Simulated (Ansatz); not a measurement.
# ScAl3: how the free axis answers a strain

ScAl3, Pm-3m, a = 4.071 Å. The structure is a Materials Project entry; whether it is the stable form wasn't checked. Ansatz: PBEsol, PAW, 420 eV, Γ-centred 14×14×14 mesh on 4 atoms, Gaussian smearing 0.10 eV; no spin polarisation. Series: biaxial strain in the a-b plane, c and atoms relaxed; x is the strain in per cent. y is the change of c in per cent of 4.071 Å.

| x (%) | y (%) |
| --- | --- |
| -6.0 | ? |
| -4.0 | 1.76 |
| -2.0 | 0.88 |
| 0.0 | 0.00 |
| 2.0 | -0.86 |
| 4.0 | -1.85 |
| 6.0 | -2.95 |

Question: Fit y = c1 x + c2 x² to the other rows, say what c1 measures, and predict the missing y.

Answer: Least squares on the rows shown. y = −0.4540 x − 0.005158 x². With no stress along c, c1 = −2C12/C11 = -0.454. With a term in x³ added, the coefficient of x becomes -0.4304, 5 % less, which shows how far this figure hangs on the form. At x = -6.0 the fit asked for gives 2.54 %. The run gave 2.72 %, so the fit is 0.18 % too low, 3.2 % of the span of the series, against an rms of 0.04 % on the fitted rows. The row lies outside the fitted range. With a term in x³ added, a fit to the same known rows predicts 2.77 %, so most of the miss is curvature that the known rows already hold.